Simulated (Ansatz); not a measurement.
The system is MgSi.

```
Si Mg
1.0
     2.90839    0.00000    0.00000
     0.00000    2.90839    0.00000
     0.00000    0.00000    4.10343
Si Mg
1 1
Cartesian
  1.4542 1.4542 2.0517
  0.0000 0.0000 0.0000
```

The cell comes from a database or a generator and needn't be the stable form of this composition.

| Item | Value |
| --- | --- |
| Program | Ansatz 0.2.0 |
| Task | relaxation of cell and atoms |
| Functional | r2SCAN |
| Potentials or basis | Ansatz PAW |
| Cutoff | 500 eV (not typed: the program's choice for these potentials) |
| k mesh | 9 × 9 × 7 |
| Occupations | fermi-dirac, width 0.05 eV |
| Spin | no spin polarisation |

At the start: volume 17.35 Å³/atom.

Q: How do energy, volume and symmetry change on relaxing?

A: It ends after 8 steps and the volume is 17.29 Å³/atom (-0.4 %); space group P4/mmm (No. 123, to 0.05 Å).

Step by step:
```csv
step,energy change (eV),largest force (eV/Å),volume (Å³)
1,0.0000,0.0000,34.71
2,-0.0341,0.0000,34.00
3,-0.0363,0.0000,34.45
4,-0.0364,0.0000,34.59
5,-0.0363,0.0000,34.59
6,-0.0363,0.0000,34.59
7,-0.0363,0.0000,34.58
8,-0.0363,0.0000,34.58
```

Final structure:
```yaml
crystal:
  lattice:
    - [2.97863, 0.00000, 0.00000]
    - [0.00000, 2.97863, 0.00000]
    - [0.00000, 0.00000, 3.89773]
  atoms:
    - { symbol: Si, position: [0.50000, 0.50000, 0.50000] }
    - { symbol: Mg, position: [0.00000, 0.00000, 0.00000] }
```

Caveat: the plane-wave basis is chosen anew once the cell has moved, so the energies of steps on either side of that aren't comparable; the PAW data sets come from PBE, with cores solved anew for the run's functional, which leaves a small shift of forces and pressure.
